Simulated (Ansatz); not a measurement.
Geometry optimisation in Ansatz: input, command and trajectory.

```yaml
crystal:
  lattice:
    - [2.2683834389, -3.9289553672, 0.0]
    - [-4.5367668778, 0.0, 0.0]
    - [0.0, 0.0, -5.569411078]
  atoms:
    - { symbol: Ti, position: [1.0, 0.0, 0.5] }
    - { symbol: Ti, position: [1.0, 0.0, 0.0] }
    - { symbol: Ti, position: [0.3333333333, 0.6666666667, 0.25] }
    - { symbol: Ti, position: [0.3333333333, 0.6666666667, 0.75] }
    - { symbol: Ti, position: [0.6666666667, 0.3333333333, 0.25] }
    - { symbol: Si, position: [0.6666666667, 0.3333333333, 0.75] }
basis:
  ecutwfc: 500
kpoints:
  mp_grid: { grid: [12, 12, 8] }
hamiltonian:
  xc: r2scan
scf:
  occupations: { method: gaussian, width: 0.1 }
output:
  forces: true
  stress: true
  eigenvalues: true
  write_density: true
  write_potential: true
  elf: true
  volumetric_format: npy
relax:
  adjacent_minimum: "off"
  f_tol: 0.015
  max_steps: 60
  cell: { stress_tol: 0.15 }
```

```bash
ansatz run input.yaml --threads 1 --pin off --max-ram 2560MiB --backend cpu --events-out ev --progress --plain --runs-dir out
```

Theory: Ansatz 0.2.0, DFT r2SCAN, scalar-relativistic, plane waves, PAW.

Of 5 frames 5 are shown, positions in Å and forces in eV/Å; the SCF threshold varies from step to step. Steps run on the plane waves of an earlier cell, with a Pulay correction in the pressure. The basis is chosen afresh for the last frame, the zero of the energies, and at times for earlier ones too; energy and pressure can step there, also at an unchanged geometry. Where two frames share a geometry here, they differ by under 2 meV/atom and 0.3 GPa.

```xyz
6
Lattice="2.2684 -3.9290 0.0000 -4.5368 0.0000 0.0000 0.0000 0.0000 -5.5694" Properties=species:S:1:pos:R:3:forces:R:3 pbc="T T T" step=1 free_energy_over_end_meV_per_atom=5.31 pressure_GPa=-3.09
Ti    2.2684   -3.9290   -2.7847    0.0000    0.0000   -0.2136
Ti    2.2684   -3.9290    0.0000    0.0000    0.0000    0.2136
Ti   -2.2684   -1.3097   -1.3924    0.0000    0.0000    0.0000
Ti   -2.2684   -1.3097   -4.1771    0.0000    0.0000    0.0000
Ti    0.0000   -2.6193   -1.3924    0.0000    0.0000    0.0000
Si    0.0000   -2.6193   -4.1771    0.0000    0.0000    0.0000
6
Lattice="2.2321 -3.8661 0.0000 -4.4642 0.0000 0.0000 0.0000 0.0000 -5.4855" Properties=species:S:1:pos:R:3:forces:R:3 pbc="T T T" step=2 free_energy_over_end_meV_per_atom=2.47 pressure_GPa=2.75
Ti    2.2321   -3.8661   -2.7715    0.0000    0.0000    0.0094
Ti    2.2321   -3.8661    0.0287    0.0000    0.0000   -0.0094
Ti   -2.2321   -1.2887   -1.3714    0.0000    0.0000    0.0000
Ti   -2.2321   -1.2887   -4.1141    0.0000    0.0000    0.0000
Ti    0.0000   -2.5774   -1.3714    0.0000    0.0000    0.0000
Si    0.0000   -2.5774   -4.1141    0.0000    0.0000    0.0000
6
Lattice="2.2467 -3.8915 0.0000 -4.4935 0.0000 0.0000 0.0000 0.0000 -5.5333" Properties=species:S:1:pos:R:3:forces:R:3 pbc="T T T" step=3 free_energy_over_end_meV_per_atom=-0.19 pressure_GPa=-0.12
Ti    2.2467   -3.8915   -2.7916    0.0000    0.0000    0.0023
Ti    2.2467   -3.8915    0.0250    0.0000    0.0000   -0.0023
Ti   -2.2467   -1.2972   -1.3833    0.0000    0.0000    0.0000
Ti   -2.2467   -1.2972   -4.1499    0.0000    0.0000    0.0000
Ti    0.0000   -2.5943   -1.3833    0.0000    0.0000    0.0000
Si    0.0000   -2.5943   -4.1499    0.0000    0.0000    0.0000
6
Lattice="2.2457 -3.8897 0.0000 -4.4914 0.0000 0.0000 0.0000 0.0000 -5.5337" Properties=species:S:1:pos:R:3:forces:R:3 pbc="T T T" step=4 free_energy_over_end_meV_per_atom=-0.21 pressure_GPa=-0.01
Ti    2.2457   -3.8897   -2.7920    0.0000    0.0000    0.0011
Ti    2.2457   -3.8897    0.0251    0.0000    0.0000   -0.0011
Ti   -2.2457   -1.2966   -1.3834    0.0000    0.0000    0.0000
Ti   -2.2457   -1.2966   -4.1503    0.0000    0.0000    0.0000
Ti    0.0000   -2.5931   -1.3834    0.0000    0.0000    0.0000
Si    0.0000   -2.5931   -4.1503    0.0000    0.0000    0.0000
6
Lattice="2.2457 -3.8897 0.0000 -4.4914 0.0000 0.0000 0.0000 0.0000 -5.5337" Properties=species:S:1:pos:R:3:forces:R:3 pbc="T T T" step=5 free_energy_over_end_meV_per_atom=0.00 pressure_GPa=-0.02
Ti    2.2457   -3.8897   -2.7920    0.0000    0.0000    0.0011
Ti    2.2457   -3.8897    0.0251    0.0000    0.0000   -0.0011
Ti   -2.2457   -1.2966   -1.3834    0.0000    0.0000    0.0000
Ti   -2.2457   -1.2966   -4.1503    0.0000    0.0000    0.0000
Ti    0.0000   -2.5931   -1.3834    0.0000    0.0000    0.0000
Si    0.0000   -2.5931   -4.1503    0.0000    0.0000    0.0000
```

Time: 13 min on 1 thread of Intel(R) Xeon(R) Processor @ 2.50GHz (Skylake/Cascade Lake), on a shared host, peak memory 0.88 GiB.